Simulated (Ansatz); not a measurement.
## Honeycomb PN monolayer in a perpendicular field

Aim: how the honeycomb PN monolayer screens a field along its normal, and what the field does to its bands. A positive field points along +c.

Method: plane-wave DFT, PBE-D3(BJ), Ansatz PAW (set soft_1); PAW set soft_1, in Ansatz 0.2.0.

**1. Starting point**

The cell holds 2 atoms: 1 N and 1 P. Its edges and angles: a = 2.730 Å, b = 2.730 Å, c = 32.760 Å, α = 90.0°, β = 90.0°, γ = 120.0°. Vacuum lies along c.

**2. Relaxing the slab**

The starting cell is a guess, so the in-plane lattice and the atoms are relaxed first, with the slab cut off from its images along the normal.

File input.yaml:

```yaml
crystal:
  lattice:
    - [2.73, 0.0, 0.0]
    - [-1.365, 2.3642493523, 0.0]
    - [0.0, 0.0, 32.7599999992]
  atoms:
    - { symbol: "N", position: [0.6666666667, 0.3333333333, 0.4868742369] }
    - { symbol: P, position: [0.3333333333, 0.6666666667, 0.5131257631] }
  periodic: [true, true, false]
kpoints:
  mp_grid: { grid: [12, 12, 1] }
hamiltonian:
  xc: pbe
  dispersion: d3bj
  pseudopotentials: { kind: paw, azcp: { folder: soft_1 } }
scf:
  occupations: { method: fermi_dirac, width: 0.05 }
  convergence: { dr2_threshold: 1.0e-09 }
relax:
  f_tol: 0.004
  max_steps: 90
  cell: {}
output:
  write_potential: true
  write_density: true
  volumetric_format: npy
```

Command:

```
ansatz run input.yaml --threads 2 --pin off --max-ram 3072MiB --backend cpu --events-out ev --progress --plain --runs-dir out
```

Numbers of over 12 decimals in the logs are rounded to 6 here.

The program printed:

```text
Warning: relax.cell: scf.convergence.dr2_threshold = 1e-9 eV is looser than the 1.69578326586e-10 eV advised for a relaxation that steers and ends on the stress (1e-10 eV for each atom of the cell: 2, times the square of relax.cell.stress_2d_tol = 0.05 N/m over 10.9 Å (the atoms' height at the walk's start and 5 Å past either face), 4.604e-2 GPa, over a crystal's default 0.05). What an SCF threshold leaves in a stress goes as its square root, and in the free energy as the threshold itself, and one threshold admits the most on a small cell: [figures from the program's tests cut] Set scf.convergence.dr2_threshold to 1.69578326586e-10 eV or tighter. [rest of the remark cut]
Engine: ansatz 0.2.0, aarch64-unknown-linux-gnu
Pseudopotentials: kind: paw
Pseudopotential: N, paw, valence charge 5, recommended cutoff 420 eV (normal), soft_1/N.paw.azcp
Pseudopotential: P, paw, valence charge 5, recommended cutoff 420 eV (normal), soft_1/P.paw.azcp
Functional definition: PBE
  parameter kappa = 0.804
  parameter beta = 0.066725
  exchange = pbe_x(kappa = kappa, mu = beta*pi^2/3)
  correlation = pbe_c(beta = beta)
Crystal: 2 atoms, lattice volume = 211.446 Å³
Basis set: ecut = 420 eV, 4159 PW (Γ), exchange–correlation on 40×40×450 points (8 copies of the dense FFT grid, shifted against one another)
Bands: 9, of which v1, the nominal top of the filled ones, is band 5 counted from 1 (4 counted from 0)
Symmetry: 6 space group operations
Space group: P3m1 (ITA 156), of the structure as read, at distance tolerance 6.0e-5 Å
k-points: 19 of 144 (time reversal used)
Non-local potential: N, projectors of the file, l = 0: 2, l = 1: 2, l = 2: 1
Non-local potential: P, projectors of the file, l = 0: 2, l = 1: 2, l = 2: 1
PAW form: soft (Blöchl's): semilocal exchange-correlation on the pseudo side does not see the compensation charge
PAW one-centre angular grid: N, 110 points (default); XC on 64 Gauss nodes
PAW one-centre angular grid: P, 110 points (default); XC on 64 Gauss nodes
Initial density: superposition of atomic densities (neutral atoms: chi_scale 0, normalization atom)
Initial wavefunctions: pseudopotential atomic-orbital guess
Functional: x = pbe(κ = 0.804, μ = 0.219515), c = pbe(β = 0.066725)
SCF iter   1: F=—  HF=-1140.651554 eV  |F-HF|=—  |Δ(HF+E_count)|=         —  Δρ=4.66e-2  dr2=5.61e0  ethr=3.10e-3  ⟨swp⟩=14.1  Hψ=2624  notcnv=0
preconditioner: auto → none  [insulator: Δε(μ)=2.588 eV  Ē_g=14.778 eV  σ=0.050 eV  W_gap=1.00  n_scr=16 (ndim 8)  ℏωp=8.1 eV  f_vac=0.831  D(μ)=0.00/eV (n_scr^D=0)  ε∞_Penn≈1.3]
SCF iter   2: F=—  HF=-1141.382979 eV  |F-HF|=—  |Δ(HF+E_count)|=   7.31e-1  Δρ=4.82e-2  dr2=1.43e1  ethr=3.10e-3  ⟨swp⟩=6.8  Hψ=901  notcnv=0  defer=1  recentre
SCF iter   3: F=—  HF=-1139.582337 eV  |F-HF|=—  |Δ(HF+E_count)|=    1.80e0  Δρ=1.90e-2  dr2=1.08e0  ethr=3.10e-3  ⟨swp⟩=6.1  Hψ=896  notcnv=0
SCF iter   4: F=—  HF=-1139.381154 eV  |F-HF|=—  |Δ(HF+E_count)|=   2.01e-1  Δρ=6.36e-3  dr2=3.75e-2  ethr=3.10e-3  ⟨swp⟩=4.2  Hψ=577  notcnv=0
SCF iter   5: F=—  HF=-1139.378243 eV  |F-HF|=—  |Δ(HF+E_count)|=   2.91e-3  Δρ=1.17e-3  dr2=9.71e-3  ethr=3.75e-4  ⟨swp⟩=5.3  Hψ=545  notcnv=0
SCF iter   6: F=—  HF=-1139.376662 eV  |F-HF|=—  |Δ(HF+E_count)|=   1.58e-3  Δρ=3.96e-4  dr2=9.83e-4  ethr=9.71e-5  ⟨swp⟩=3.1  Hψ=312  notcnv=0
SCF iter   7: F=—  HF=-1139.376572 eV  |F-HF|=—  |Δ(HF+E_count)|=   8.95e-5  Δρ=1.29e-4  dr2=1.17e-4  ethr=9.83e-6  ⟨swp⟩=3.3  Hψ=330  notcnv=0
SCF iter   8: F=—  HF=-1139.376550 eV  |F-HF|=—  |Δ(HF+E_count)|=   2.24e-5  Δρ=4.33e-5  dr2=1.28e-5  ethr=1.17e-6  ⟨swp⟩=2.6  Hψ=265  notcnv=0
SCF iter   9: F=—  HF=-1139.376564 eV  |F-HF|=—  |Δ(HF+E_count)|=   1.43e-5  Δρ=5.30e-6  dr2=4.34e-8  ethr=1.28e-7  ⟨swp⟩=3.1  Hψ=304  notcnv=0
SCF iter  10: F=—  HF=-1139.376554 eV  |F-HF|=—  |Δ(HF+E_count)|=   9.80e-6  Δρ=2.80e-6  dr2=2.12e-8  ethr=4.34e-10  ⟨swp⟩=4.1  Hψ=417  notcnv=0
SCF iter  11: F=-1139.376554 eV  HF=-1139.376554 eV  |F-HF|=1.01e-10  |Δ(HF+E_count)|=   5.09e-9  Δρ=3.06e-7  dr2=1.66e-10  ethr=1.00e-11  ⟨swp⟩=12.9  Hψ=1676  notcnv=0
SCF 1 converged in 11 iterations: F = -1139.376554 eV  dr2 = 1.66e-10
  greatest PAW one-centre occupation: 0.812 electrons in one spin orbital (limit 2), on the N atom at site 0 (counted from 0), in its partial waves of l = 0
relax step   1: F+E_penalty+E_count = -1139.37655427 eV  Δ(F+E_penalty+E_count) = +0.000e0 eV  max|allowed force component| = 1.266e-1 eV/Å  Δτ_max = 0.0000 Å  P = -0.821 N/m  Ω = 211.446 Å³  fix = [c, alpha, beta]  reactions: c -0.000 N/m  (11 SCF iters, accepted)
Crystal: 2 atoms, lattice volume = 209.781 Å³
Basis set: ecut = 420 eV, 4123 PW (Γ), exchange–correlation on 40×40×450 points (8 copies of the dense FFT grid, shifted against one another)
Initial density: handed on by an earlier stage of this run
Initial wavefunctions: those handed on with the density
iter 1 solved again at ethr=1.36e-5 eV; its pass at ethr=3.10e-3 eV (dr2=1.36e-3 eV) is discarded
SCF iter   1: F=—  HF=-1139.379282 eV  |F-HF|=—  |Δ(HF+E_count)|=         —  Δρ=4.95e-4  dr2=1.47e-3  ethr=1.36e-5  ⟨swp⟩=3.3  Hψ=2071  notcnv=0
preconditioner: auto → none  [insulator: Δε(μ)=1.845 eV  Ē_g=14.045 eV  σ=0.050 eV  W_gap=1.00  n_scr=16 (ndim 8)  ℏωp=8.1 eV  f_vac=0.837  D(μ)=0.00/eV (n_scr^D=0)  ε∞_Penn≈1.3]
SCF iter   2: F=—  HF=-1139.379528 eV  |F-HF|=—  |Δ(HF+E_count)|=   2.46e-4  Δρ=7.27e-4  dr2=3.47e-3  ethr=1.36e-5  ⟨swp⟩=3.2  Hψ=379  notcnv=0  recentre
SCF iter   3: F=—  HF=-1139.378980 eV  |F-HF|=—  |Δ(HF+E_count)|=   5.47e-4  Δρ=2.49e-4  dr2=1.80e-4  ethr=1.36e-5  ⟨swp⟩=3.5  Hψ=340  notcnv=0
SCF iter   4: F=—  HF=-1139.378942 eV  |F-HF|=—  |Δ(HF+E_count)|=   3.88e-5  Δρ=6.50e-5  dr2=3.43e-6  ethr=1.80e-6  ⟨swp⟩=3.0  Hψ=297  notcnv=0
SCF iter   5: F=—  HF=-1139.378955 eV  |F-HF|=—  |Δ(HF+E_count)|=   1.34e-5  Δρ=1.08e-5  dr2=1.22e-7  ethr=3.43e-8  ⟨swp⟩=3.5  Hψ=356  notcnv=0
SCF iter   6: F=—  HF=-1139.378945 eV  |F-HF|=—  |Δ(HF+E_count)|=   9.62e-6  Δρ=4.99e-6  dr2=1.71e-8  ethr=1.22e-9  ⟨swp⟩=2.9  Hψ=328  notcnv=0
SCF iter   7: F=—  HF=-1139.378945 eV  |F-HF|=—  |Δ(HF+E_count)|=   1.35e-8  Δρ=7.59e-7  dr2=1.05e-9  ethr=1.71e-10  ⟨swp⟩=3.2  Hψ=326  notcnv=0
SCF iter   8: F=-1139.378945 eV  HF=-1139.378945 eV  |F-HF|=1.09e-11  |Δ(HF+E_count)|=  2.69e-10  Δρ=1.93e-7  dr2=5.33e-11  ethr=1.00e-11  ⟨swp⟩=11.8  Hψ=1173  notcnv=0
SCF 2 converged in 8 iterations: F = -1139.378945 eV  dr2 = 5.33e-11
  greatest PAW one-centre occupation: 0.813 electrons in one spin orbital (limit 2), on the N atom at site 0 (counted from 0), in its partial waves of l = 0
relax step   2: F+E_penalty+E_count = -1139.37894538 eV  Δ(F+E_penalty+E_count) = -2.391e-3 eV  max|allowed force component| = 5.133e-2 eV/Å  Δτ_max = 0.0053 Å  P = -0.275 N/m  Ω = 209.781 Å³  energy of the carried Pulay correction = +2.415e-4 eV  fix = [c, alpha, beta]  reactions: c -0.000 N/m  (8 SCF iters, accepted)
Crystal: 2 atoms, lattice volume = 209.465 Å³
iter 1 solved again at ethr=3.66e-7 eV; its pass at ethr=3.10e-3 eV (dr2=3.66e-5 eV) is discarded
SCF iter   1: F=—  HF=-1139.379122 eV  |F-HF|=—  |Δ(HF+E_count)|=         —  Δρ=1.13e-4  dr2=3.33e-5  ethr=3.66e-7  ⟨swp⟩=3.8  Hψ=1964  notcnv=0
preconditioner: auto → none  [insulator: Δε(μ)=1.857 eV  Ē_g=14.045 eV  σ=0.050 eV  W_gap=1.00  n_scr=16 (ndim 8)  ℏωp=8.1 eV  f_vac=0.837  D(μ)=0.00/eV (n_scr^D=0)  ε∞_Penn≈1.3]
SCF iter   2: F=—  HF=-1139.379140 eV  |F-HF|=—  |Δ(HF+E_count)|=   1.77e-5  Δρ=1.09e-4  dr2=6.62e-5  ethr=3.33e-7  ⟨swp⟩=2.4  Hψ=296  notcnv=0
SCF iter   3: F=—  HF=-1139.379128 eV  |F-HF|=—  |Δ(HF+E_count)|=   1.20e-5  Δρ=2.61e-5  dr2=4.31e-6  ethr=3.33e-7  ⟨swp⟩=3.1  Hψ=287  notcnv=0
SCF iter   4: F=—  HF=-1139.379127 eV  |F-HF|=—  |Δ(HF+E_count)|=   1.02e-6  Δρ=8.86e-6  dr2=1.29e-7  ethr=4.31e-8  ⟨swp⟩=2.8  Hψ=285  notcnv=0
SCF iter   5: F=—  HF=-1139.379118 eV  |F-HF|=—  |Δ(HF+E_count)|=   8.56e-6  Δρ=1.46e-6  dr2=2.61e-9  ethr=1.29e-9  ⟨swp⟩=3.3  Hψ=351  notcnv=0
SCF iter   6: F=-1139.379118 eV  HF=-1139.379118 eV  |F-HF|=5.73e-11  |Δ(HF+E_count)|=  7.77e-10  Δρ=4.28e-7  dr2=2.47e-10  ethr=1.00e-11  ⟨swp⟩=12.7  Hψ=1241  notcnv=0
SCF 3 converged in 6 iterations: F = -1139.379118 eV  dr2 = 2.47e-10
relax step   3: F+E_penalty+E_count = -1139.37911813 eV  Δ(F+E_penalty+E_count) = -1.728e-4 eV  max|allowed force component| = 4.215e-2 eV/Å  Δτ_max = 0.0000 Å  P = -0.139 N/m  Ω = 209.465 Å³  energy of the carried Pulay correction = +2.876e-4 eV  fix = [c, alpha, beta]  reactions: c -0.000 N/m  (6 SCF iters, accepted)
[...]
relax step   4: F+E_penalty+E_count = -1139.37922643 eV  Δ(F+E_penalty+E_count) = -1.083e-4 eV  max|allowed force component| = 3.195e-4 eV/Å  Δτ_max = 0.0008 Å  P = -0.006 N/m  Ω = 209.208 Å³  energy of the carried Pulay correction = +3.251e-4 eV  fix = [c, alpha, beta]  reactions: c -0.000 N/m  (7 SCF iters, accepted)
Initial wavefunctions: pseudopotential atomic-orbital guess (no wavefunctions were taken with the density)
iter 1 solved again at ethr=5.43e-7 eV; its pass at ethr=3.10e-3 eV (dr2=5.43e-5 eV) is discarded
SCF iter   1: F=—  HF=-1139.378913 eV  |F-HF|=—  |Δ(HF+E_count)|=         —  Δρ=1.29e-5  dr2=4.64e-8  ethr=5.43e-7  ⟨swp⟩=5.9  Hψ=3464  notcnv=0
eigensolver tolerance schedule: the retry pair's looser diagonalisation over-reported the residual by 1168.98 of it (diagonalisation noise at 0.26 of the residual, at the tolerance the schedule requests for it); recorded, not acted on — ethr = c·dr2/N_el stays at c = 1.0e-1
preconditioner: auto → none  [insulator: Δε(μ)=1.856 eV  Ē_g=14.065 eV  σ=0.050 eV  W_gap=1.00  n_scr=16 (ndim 8)  ℏωp=8.1 eV  f_vac=0.837  D(μ)=0.00/eV (n_scr^D=0)  ε∞_Penn≈1.3]
SCF iter   2: F=—  HF=-1139.378918 eV  |F-HF|=—  |Δ(HF+E_count)|=   4.81e-6  Δρ=6.50e-6  dr2=2.10e-8  ethr=4.64e-10  ⟨swp⟩=4.4  Hψ=442  notcnv=0
SCF iter   3: F=—  HF=-1139.378918 eV  |F-HF|=—  |Δ(HF+E_count)|=   3.21e-8  Δρ=3.57e-6  dr2=3.14e-8  ethr=2.10e-10  ⟨swp⟩=3.4  Hψ=315  notcnv=0
SCF iter   4: F=—  HF=-1139.378918 eV  |F-HF|=—  |Δ(HF+E_count)|=   2.72e-9  Δρ=1.36e-6  dr2=8.53e-9  ethr=2.10e-10  ⟨swp⟩=2.9  Hψ=283  notcnv=0
SCF iter   5: F=-1139.378918 eV  HF=-1139.378918 eV  |F-HF|=3.89e-10  |Δ(HF+E_count)|=  4.41e-10  Δρ=3.84e-7  dr2=5.58e-10  ethr=1.00e-11  ⟨swp⟩=15.8  Hψ=1833  notcnv=0
SCF 5 converged in 5 iterations: F = -1139.378918 eV  dr2 = 5.58e-10
relax step   5: F+E_penalty+E_count = -1139.37891782 eV  Δ(F+E_penalty+E_count) = +3.086e-4 eV  max|allowed force component| = 3.882e-4 eV/Å  Δτ_max = 0.0000 Å  P = -0.016 N/m  Ω = 209.208 Å³  fix = [c, alpha, beta]  reactions: c -0.000 N/m  stress off target by 1.64e-2 N/m on what of the cell is left free  SCF on the basis re-selected at this cell (its energy is not comparable with the rows above)  (5 SCF iters)
basis re-selected at this cell: Δ(F+E_penalty+E_count) = +3.086e-4 eV, ΔP = -0.011 N/m vs the last step (what re-selecting the basis moved, of the pressure what is left beyond the Pulay correction that the steps carried, after the strain that the cell walked since its last selection, with what the two solves' SCF thresholds leave and, on support functions, any second-order correction that the steps lacked; it is no m [...]
WARN: The output density's exchange-correlation potential varies sharply where the density is thin. Do not read a vacuum level from v_tot or v_xc, or from such a field of the output density. On a cell that repeats whose density bears no net charge and no dipole along the vacuum's axis use v_es (v_loc + v_h of the components); under efield.dipole_correction with no amplitude use v_es + v_field, which holds any externa [...]
SCF converged after 5 iterations
Free energy (F): -1139.378918 eV
Harris-Foulkes:  -1139.378918 eV  (|F-HF|=3.89e-10)
Internal energy: -1139.378918 eV  (E = F + TS)
E sigma→0 (E₀):  -1139.378918 eV
Fermi energy:    -6.080941 eV
--- Per-component energies (eV) ---
  E_band       = -143.520964
  E_kinetic    = 199.121219
  E_local      = -10732.861654  (includes V_loc(G=0)·N_el)
  E_nonlocal   = 67.077347
  E_hartree    = 5243.610477
  E_xc         = -132.652415
  E_vxc        = -136.727867  (∫ρ·V_xc dr)
  E_paw        = -685.589856  (= ΣΔE_a)
  E_vpaw       = -27.351656  (= ΣTr[D̂ρ^β])
  E_aug_tail   = 0.000861  (compensation charges beyond the density's cutoff)
  E_ewald      = 4902.220874
  E_disp       = -0.305772  (pairwise vdW)
  E_smearing   = -0.000000  (= −TS)
  E_closure    = 0.000000  (closes the sum)
  Σ components = -1139.378918   (vs F -1139.378918, Δ=0.00e0)
--- Forces (eV/Å), atoms counted from 1 ---
  atom   1  N      0.00000000     0.00000000     0.00038754
  atom   2  P      0.00000000    -0.00000000    -0.00038894
  max |Σ_I F_I| component: 1.40e-6 eV/Å
--- 2D stress c σ (N/m, compression-positive) ---
       -0.016449      -0.000000      -0.000000
       -0.000000      -0.016449      -0.000000
       -0.000000      -0.000000      -0.000000
  P = ½ c Tr σ = -0.0164 N/m
--- Band table (eV; the first three rows and the last of 19) ---
  k-point 0: bands = ["-26.7046", "-14.9572", "-9.3802", "-9.3802", "-7.8346", "-2.2366 (-2.2366°)", "-0.6908", "-0.1577", "-0.1577"]
  k-point 1: bands = ["-26.5612", "-14.8299", "-10.1742", "-9.5688", "-7.6749", "-1.8176 (-1.8175°)", "-0.7168 (-0.7168°)", "-0.3465", "0.0838"]
  k-point 2: bands = ["-26.1373", "-14.5044", "-11.8155", "-10.0323", "-7.4020", "-2.1247", "-0.6938 (-0.6938°)", "0.3514", "0.5928"]
  k-point 18: bands = ["-22.5834", "-17.6007", "-15.3669", "-9.8800", "-7.8777", "-4.6752", "-0.9570", "2.9082", "5.0856"]
  ° read free of the cell's end (the report's vacuum.weakly_bound_levels)
--- Relaxed structure (4 steps of the walk, 4 accepted, 1 SCFs on fresh bases) ---
  F+E_penalty+E_count = -1139.37891782 eV   max|allowed force component| = 3.882e-4 eV/Å   (the final SCF, on the basis selected at the relaxed cell)
  cell:  # Å, volume = 209.2080 Å³
    - [2.715513, 0.0, 0]
    - [-1.357757, 2.351703, 0]
    - [0, 0, 32.7599999992]
  atoms:
    - { symbol: N, position: [0.666667, 0.333333, 0.486738] }
    - { symbol: P, position: [0.333333, 0.666667, 0.513262] }
```

Wall time 8.6 s (2 threads of Arm Neoverse V2, shared host); peak memory 0.42 GiB; 17 s of CPU time.

The steps of the relaxation:

| step | energy less that of the first step (eV) | largest force component (eV/Å) | volume (Å³) |
| --- | --- | --- | --- |
| 1 | 0.0000 | 0.1266 | 211.45 |
| 2 | -0.0024 | 0.0513 | 209.78 |
| 3 | -0.0026 | 0.0421 | 209.47 |
| 4 | -0.0027 | 0.0003 | 209.21 |
| 5* | -0.0024 | 0.0004 | 209.21 |

Relaxation steps marked * repeat the geometry before them on a plane-wave basis chosen anew for their cell, so energy and pressure can jump there.

Forces are held to the 6 operations that the run works with; a distortion that breaks them can't arise in this run.

| cell as run | before | after | change |
| --- | --- | --- | --- |
| a (Å) | 2.730 | 2.716 | -0.5 % |
| b (Å) | 2.730 | 2.716 | -0.5 % |

The relaxed structure:

```xyz
2
Lattice="2.7155 0.0000 0.0000 -1.3578 2.3517 0.0000 0.0000 0.0000 32.7600" Properties=species:S:1:pos:R:3
N     1.3578    0.7839   15.9455
P     0.0000    1.5678   16.8145
```

Numbers from this step:

```yaml
gap_on_the_k_mesh: 1.856 eV
```

The lattice constant a goes from 2.730 to 2.716 Å.

[end of part 1 of 2]

[Logs are printed without paths, hosts, clocks, repeated set-up lines and the standing remarks that a program may print on its own settings, such as how far it seeks lower states.]

[Hosts, paths, dates, database ids (printed as entryN), source tags and the programs' standing remarks are cut or masked in the printed files.]

[Maps of the electrostatic potential energy from Ansatz leave out the sawtooth potential of an applied field or a dipole correction, so their vacuum need not be flat; planar profiles and work functions include it.]
